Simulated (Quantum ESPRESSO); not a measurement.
**AlN under changes of volume**

One of the cells (10.417 Å³/atom); the others are scaled copies at fixed shape and fractional positions:

```xyz
2
Lattice="0.0000 2.1840 2.1840 2.1840 0.0000 2.1840 2.1840 2.1840 0.0000" Properties=species:S:1:pos:R:3 pbc="T T T"
Al    0.0000    0.0000    0.0000
N     1.0920    1.0920    1.0920
```

Measurements of this composition are mostly on another form, of space group No. 186.

```yaml
Program: Quantum ESPRESSO 7.5
Functional: PBE
Dispersion: D3(BJ)
Potentials_or_basis: PseudoDojo 0.4.1 SR PBE standard
Cutoff: 1143 eV
Density_cutoff: 4572 eV
k_mesh: 10 × 10 × 10
Occupations: fermi-dirac, width 0.05 eV
Spin: no spin polarisation
```

```csv
volume (Å³/atom),energy over the lowest point (meV/atom),pressure (GPa),gap on the mesh (eV)
9.792,29.32,15.0,3.35
10.001,13.30,9.7,3.35
10.209,?,?,?
10.417,0.00,0.8,3.32
10.626,1.57,-3.1,3.31
10.834,7.95,-6.6,3.30
11.042,18.67,-9.8,3.29
```

Task: What does the run at 10.209 Å³/atom give?

Result: Energy over the lowest point 3.73 meV/atom; pressure 5.0 GPa; gap on the mesh 3.33 eV.

Worked out: A Birch-Murnaghan fit of order 3 (a polynomial in V^(-2/3)) to the other rows has its minimum at 10.46 Å³/atom with B0 = V·E''(V) = 201 GPa and B' = 3.8. It gives 3.75 meV/atom at 10.209 Å³/atom, against the run's 3.73, and -dE/dV = 5.0 GPa, against 5.0. A straight line through the other rows of the gap, of slope -0.539 eV per unit of ln V, gives 3.33 eV, against the run's 3.33.

Energies are extrapolated to zero smearing.

A mesh can miss the band edges.
